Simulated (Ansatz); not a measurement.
Band table of Au

```
CELL_PARAMETERS angstrom
2.74784 0.00000 0.00000
0.00000 2.74784 0.00000
0.00000 0.00000 2.74784
ATOMIC_POSITIONS crystal
Au 0.00000 0.00000 0.00000
```

The structure comes from a relaxation in the same program, started in the sc type, and has space group Pm-3m. Whether it is a known phase or the ground state wasn't checked.

Spin–orbit coupling is left out, though it moves levels of the heavy atoms by tenths of an eV or more.

Method: Ansatz 0.2.0, DFT, PBE, all-electron LAPW, scalar-relativistic.

Numerical set-up: a Γ-centred 12×12×12 k mesh, Fermi–Dirac smearing of 0.08 eV, basis error target 0.25 meV/atom, no spin polarisation.

Path points, in fractions of the reciprocal vectors: Γ (0.000, 0.000, 0.000), X (0.000, 0.500, 0.000), M (0.500, 0.500, 0.000), R (0.500, 0.500, 0.500). Levels in eV from the Fermi level; bands 17 to 24, counted from the lowest band of the run. The gap is zero.

```
# k(1/Å) point b17 b18 b19 b20 b21 b22 b23 b24
0.000 Γ -7.77 -5.62 -5.62 -1.44 -1.44 -1.44 13.83 13.83
0.082 - -7.74 -5.62 -5.60 -1.46 -1.46 -1.44 13.54 13.88
0.163 - -7.65 -5.60 -5.52 -1.53 -1.53 -1.44 12.81 14.03
0.245 - -7.50 -5.58 -5.40 -1.62 -1.62 -1.43 11.87 14.28
0.327 - -7.31 -5.55 -5.22 -1.75 -1.75 -1.42 10.84 14.61
0.408 - -7.08 -5.51 -4.97 -1.89 -1.89 -1.41 9.79 15.01
0.490 - -6.85 -5.47 -4.65 -2.05 -2.05 -1.39 8.74 15.47
0.572 - -6.61 -5.43 -4.25 -2.21 -2.21 -1.38 7.70 15.98
0.653 - -6.39 -5.38 -3.77 -2.36 -2.36 -1.36 6.68 16.52
0.735 - -6.19 -5.34 -3.21 -2.51 -2.51 -1.35 5.70 17.07
0.817 - -6.02 -5.30 -2.63 -2.63 -2.60 -1.33 4.74 16.90
0.898 - -5.88 -5.27 -2.73 -2.73 -1.94 -1.32 3.84 16.63
0.980 - -5.78 -5.25 -2.81 -2.81 -1.32 -1.28 3.01 16.43
1.062 - -5.72 -5.23 -2.85 -2.85 -1.31 -0.71 2.34 16.31
1.143 X -5.70 -5.23 -2.87 -2.87 -1.31 -0.44 2.05 16.27
1.225 - -5.67 -5.20 -2.95 -2.87 -1.33 -0.36 2.05 16.27
1.307 - -5.58 -5.13 -3.14 -2.86 -1.38 -0.13 2.06 16.24
1.388 - -5.48 -4.98 -3.41 -2.84 -1.47 0.20 2.09 16.12
1.470 - -5.38 -4.72 -3.71 -2.82 -1.58 0.58 2.12 15.85
1.552 - -5.31 -4.36 -4.01 -2.80 -1.71 0.99 2.16 14.93
1.633 - -5.24 -4.31 -3.91 -2.77 -1.86 1.41 2.22 13.82
1.715 - -5.17 -4.58 -3.39 -2.75 -2.00 1.84 2.29 12.69
1.797 - -5.10 -4.83 -2.82 -2.72 -2.15 2.26 2.39 11.57
1.878 - -5.04 -5.04 -2.69 -2.28 -2.22 2.52 2.66 10.46
1.960 - -5.23 -4.99 -2.67 -2.40 -1.63 2.70 3.03 9.38
2.042 - -5.37 -4.95 -2.65 -2.49 -1.09 2.96 3.35 8.35
2.123 - -5.47 -4.91 -2.63 -2.56 -0.67 3.29 3.60 7.42
2.205 - -5.54 -4.89 -2.62 -2.60 -0.39 3.64 3.77 6.69
2.287 M -5.56 -4.88 -2.62 -2.62 -0.30 3.82 3.82 6.38
2.402 - -5.52 -4.90 -2.61 -2.60 -0.48 3.22 4.04 6.91
2.518 - -5.39 -4.94 -2.58 -2.56 -0.92 2.06 4.59 7.76
2.633 - -5.21 -5.00 -2.54 -2.50 -1.50 0.83 5.33 8.42
2.749 - -5.16 -4.90 -2.47 -2.41 -2.11 -0.35 6.18 8.85
2.864 - -5.28 -4.64 -2.72 -2.39 -2.30 -1.41 7.09 9.16
2.980 - -5.45 -4.44 -3.29 -2.28 -2.24 -2.18 8.03 9.44
3.095 - -5.68 -4.46 -3.82 -2.66 -2.16 -2.05 8.98 9.75
3.211 - -6.00 -4.76 -4.28 -2.62 -2.03 -1.92 9.92 10.15
3.326 - -6.40 -5.07 -4.68 -2.36 -1.89 -1.80 10.66 10.84
3.441 - -6.83 -5.29 -5.02 -2.07 -1.75 -1.68 11.28 11.73
3.557 - -7.22 -5.44 -5.28 -1.81 -1.63 -1.58 12.01 12.53
3.672 - -7.52 -5.54 -5.47 -1.61 -1.53 -1.51 12.81 13.20
3.788 - -7.71 -5.60 -5.58 -1.49 -1.47 -1.46 13.51 13.66
3.903 Γ -7.77 -5.62 -5.62 -1.44 -1.44 -1.44 13.83 13.83
4.045 - -7.68 -5.58 -5.58 -1.49 -1.48 -1.48 13.49 13.71
4.186 - -7.40 -5.45 -5.45 -1.62 -1.59 -1.59 12.81 13.39
4.328 - -6.94 -5.24 -5.24 -1.82 -1.77 -1.77 12.14 12.94
4.469 - -6.33 -4.95 -4.95 -2.05 -2.02 -2.02 11.62 12.44
4.611 - -5.61 -4.58 -4.58 -2.32 -2.32 -2.24 11.27 11.94
4.752 - -4.93 -4.16 -4.16 -2.65 -2.65 -2.21 11.08 11.48
4.894 - -4.53 -3.74 -3.74 -2.94 -2.94 -1.72 11.00 11.05
5.035 - -4.46 -3.66 -3.66 -2.84 -2.84 -0.69 10.64 10.64
5.176 - -4.55 -3.94 -3.94 -2.33 -2.33 0.70 10.21 10.21
5.318 - -4.67 -4.25 -4.25 -1.74 -1.74 2.31 9.76 9.76
5.459 - -4.77 -4.52 -4.52 -1.17 -1.17 4.05 9.28 9.28
5.601 - -4.84 -4.72 -4.72 -0.67 -0.67 5.86 8.84 8.84
5.742 - -4.88 -4.85 -4.85 -0.33 -0.33 7.54 8.52 8.52
5.884 R -4.89 -4.89 -4.89 -0.21 -0.21 8.40 8.40 8.40
5.999 - -4.89 -4.87 -4.85 -0.33 -0.25 7.89 8.27 8.59
6.115 - -4.88 -4.80 -4.73 -0.67 -0.39 6.84 7.87 9.12
6.230 - -4.87 -4.70 -4.53 -1.14 -0.62 5.74 7.24 9.91
6.346 - -4.83 -4.55 -4.27 -1.70 -0.97 4.76 6.48 10.89
6.461 - -4.77 -4.38 -3.96 -2.27 -1.43 3.95 5.64 11.94
6.577 - -4.68 -4.18 -3.66 -2.84 -1.95 3.34 4.78 12.73
6.692 - -4.54 -3.96 -3.49 -3.36 -2.38 2.90 3.91 13.59
6.808 - -4.36 -3.84 -3.73 -3.73 -2.40 2.59 3.06 14.51
6.923 - -4.25 -4.22 -4.14 -3.51 -2.16 2.24 2.38 15.44
7.039 - -4.71 -4.60 -3.87 -3.30 -1.88 1.47 2.23 16.25
7.154 - -5.13 -4.87 -3.56 -3.12 -1.64 0.77 2.14 16.25
7.270 - -5.44 -5.07 -3.25 -2.99 -1.46 0.17 2.08 16.26
7.385 - -5.64 -5.19 -2.98 -2.90 -1.35 -0.27 2.05 16.27
7.501 X -5.70 -5.23 -2.87 -2.87 -1.31 -0.44 2.05 16.27
9.117 R -4.89 -4.89 -4.89 -0.21 -0.21 8.40 8.40 8.40
9.199 - -4.90 -4.87 -4.87 -0.29 -0.21 8.28 8.34 8.34
9.281 - -4.93 -4.81 -4.81 -0.53 -0.21 7.99 8.15 8.15
9.362 - -4.97 -4.71 -4.71 -0.89 -0.22 7.67 7.85 7.85
9.444 - -5.03 -4.56 -4.56 -1.35 -0.22 7.39 7.47 7.47
9.526 - -5.09 -4.39 -4.39 -1.86 -0.23 7.03 7.03 7.15
9.607 - -5.17 -4.18 -4.18 -2.39 -0.24 6.57 6.57 6.95
9.689 - -5.24 -3.95 -3.95 -2.91 -0.25 6.08 6.08 6.80
9.771 - -5.31 -3.70 -3.70 -3.39 -0.26 5.60 5.60 6.68
9.852 - -5.38 -3.83 -3.44 -3.44 -0.27 5.14 5.14 6.58
9.934 - -5.44 -4.20 -3.19 -3.19 -0.28 4.72 4.72 6.51
10.016 - -5.49 -4.49 -2.97 -2.97 -0.29 4.35 4.35 6.45
10.097 - -5.53 -4.71 -2.78 -2.78 -0.29 4.07 4.07 6.41
10.179 - -5.55 -4.84 -2.66 -2.66 -0.30 3.89 3.89 6.39
10.261 M -5.56 -4.88 -2.62 -2.62 -0.30 3.82 3.82 6.38
```
